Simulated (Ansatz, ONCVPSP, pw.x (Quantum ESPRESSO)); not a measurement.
# Which Be potential is closest to all-electron in the sc crystal?

All use PBE, scalar-relativistic, no spin, cutoffs from each file’s atomic test, pw.x 7.5; 15³ k-points, Fermi–Dirac smearing 0.01 Ry. Δ is the rms difference from all-electron LAPW of the E(V) curves that follow from fits to the pressures, over ±6 % in volume. Mesh and smearing are coarse and serve the comparison alone. The files are a selection: those with a ghost or negative overlap were mostly not run, and those with noisy or unconverged pressures or nearly equal Δ are left out.

All-electron: a0 = 2.173 Å (V0 = 10.26 Å³/atom), B0 = 75.0 GPa.

Question: Rank them by Δ, smallest first.
A. optimised norm-conserving Vanderbilt (ONCV), ONCVPSP 4.0.1.1 (patched build), PBE; core [He], reference 2s1.75; waves: 2s: rc 1.60 bohr, ncon 3, nbas 6, qcut 4.2 1/bohr, 2 projectors, debl 3.8 Ha; p scattering state at 0.41 Ha: rc 1.35 bohr, ncon 4, nbas 8, qcut 5.9 1/bohr, 2 projectors, debl 3.1 Ha; d scattering state at 0.12 Ha: rc 1.70 bohr, ncon 5, nbas 8, qcut 5.8 1/bohr, 2 projectors, debl 0.4 Ha; local part: polynomial inside 1.05 bohr (lpopt 1, dvloc0 -1 Ha); core correction: Teter function, fcfact 3.25, rcfact 1.55.
B. optimised norm-conserving Vanderbilt (ONCV), ONCVPSP 4.0.1.1 (patched build), PBE; core [He], reference 2s1.5; waves: 2s: rc 2.00 bohr, ncon 4, nbas 9, qcut 4 1/bohr, 2 projectors, debl 0.3 Ha; p scattering state at 0.34 Ha: rc 1.80 bohr, ncon 4, nbas 9, qcut 4.8 1/bohr, 2 projectors, debl 2.1 Ha; d scattering state at 0.06 Ha: rc 2.05 bohr, ncon 4, nbas 8, qcut 4.3 1/bohr, 2 projectors, debl 1.3 Ha; local part: polynomial inside 1.50 bohr (lpopt 2, dvloc0 0 Ha); core correction: Teter function, fcfact 1.75, rcfact 1.7. In the s channel the program set the typed energies aside and used -0.349, 0.250 Ha. In the p channel the program set the typed energies aside and used 0.050, 2.150 Ha.
C. optimised norm-conserving Vanderbilt (ONCV), ONCVPSP 4.0.1.1 (patched build), PBE; core [He], reference 2s0.5; waves: 2s: rc 1.95 bohr, ncon 3, nbas 6, qcut 2.7 1/bohr, 2 projectors, debl 1.4 Ha; p scattering state at 0.15 Ha: rc 1.65 bohr, ncon 4, nbas 9, qcut 5.5 1/bohr, 2 projectors, debl 3.3 Ha; d scattering state at 0.05 Ha: rc 1.50 bohr, ncon 4, nbas 7, qcut 6.6 1/bohr, 2 projectors, debl 0.9 Ha; local part: polynomial inside 1.15 bohr (lpopt 5, dvloc0 0 Ha); core correction: none. In the p channel the program set the typed energies aside and used 0.050, 3.350 Ha.

Answer: A (1.6 meV/atom), B (2.5 meV/atom), C (8.1 meV/atom).
